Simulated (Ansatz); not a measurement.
## Work and stress of cleavage in TaSi2

All numbers below come from DFT PBE, scalar-relativistic, plane waves, PAW (Ansatz). Cutoff 420 eV, Γ-centred 9×9×3 k-points, Gaussian smearing of 0.15 eV. Spin–orbit coupling is left out, which can shift energies with elements as heavy as these. No spin polarisation. Energies are free energies at this smearing, counted from the undisturbed cell; pressure is positive in compression.

Zero of the scan (relaxed at this level; it needn't be the usual structure):

```
CELL_PARAMETERS angstrom
-4.80571 0.00000 0.00000
-2.40285 -4.16186 0.00000
0.00000 0.00000 13.19469
ATOMIC_POSITIONS crystal
Ta 0.50000 0.00000 0.08335
Ta 0.50000 0.00000 0.58335
Ta 0.00000 0.50000 0.25002
Ta 0.00000 0.50000 0.75002
Ta 0.50000 0.50000 0.91668
Ta 0.50000 0.50000 0.41668
Si 0.15892 0.68216 0.08335
Si 0.15892 0.68216 0.58335
Si 0.31784 0.84108 0.25002
Si 0.31784 0.84108 0.75002
Si 0.15892 0.15892 0.91668
Si 0.15892 0.15892 0.41668
Si 0.84108 0.31784 0.08335
Si 0.84108 0.31784 0.58335
Si 0.68216 0.15892 0.25002
Si 0.68216 0.15892 0.75002
Si 0.84108 0.84108 0.91668
Si 0.84108 0.84108 0.41668
```

The cut lies on the cell's a–b face, a (0 0 1) plane (indices in the standard cell, whose axes needn't be the Cartesian ones shown) of area 20.00 Å², between layers 2.20 Å apart. Vector c is lengthened by d along the normal with the atoms' Cartesian places fixed: one unrelaxed cut a cell. The traction is positive where the two halves pull on each other.

| d (Å) | energy (J/m²) | traction (GPa) |
| --- | --- | --- |
| -0.30 | 1.10 | -85.4 |
| -0.15 | 0.23 | -33.4 |
| 0.00 | 0.00 | -0.1 |
| 0.25 | 0.41 | 28.1 |
| 0.50 | 1.24 | 36.5 |
| 0.75 | 2.15 | 35.3 |
| 1.00 | 2.97 | 29.8 |
| 1.50 | 4.10 | 15.3 |
| 2.00 | 4.59 | 5.8 |
| 3.00 | 4.84 | 0.8 |
| 4.50 | 4.89 | 0.1 |
| 6.00 | 4.89 | 0.0 |

Q: What are the work of separation and the cleavage stress, and do they fit the universal binding curve?

A: The energy levels off near W ≈ 4.89 J/m² (the traction is down to 0.0 GPa), the energy of the two unrelaxed faces, 2.45 J/m² each on average. The largest sampled traction is 36.5 GPa at d = 0.50 Å, and a parabola through it and its two neighbours peaks at σ_max ≈ 37.1 GPa, d ≈ 0.60 Å. The curve E = W[1 − (1 + d/ℓ)exp(−d/ℓ)] peaks in traction at d = ℓ with σ_max = W/(eℓ); with 1 J/m² per Å = 10 GPa this W and σ_max give ℓ = 0.48 Å. A parabola through that curve at the same three d peaks at 0.53 Å, against 0.60 Å here, a fair fit. Real crystals break at far lower stress, because cracks concentrate it, and on the plane of lowest W, which needn't be this one.

The cut is rigid; relaxing the faces lowers these energies and usually the stresses.

In a metal these slopes depend on the k mesh and the smearing.

Cost: 12 runs of about 21 core-minutes in all, on AMD EPYC 7R32 (Zen 2) (shared hosts).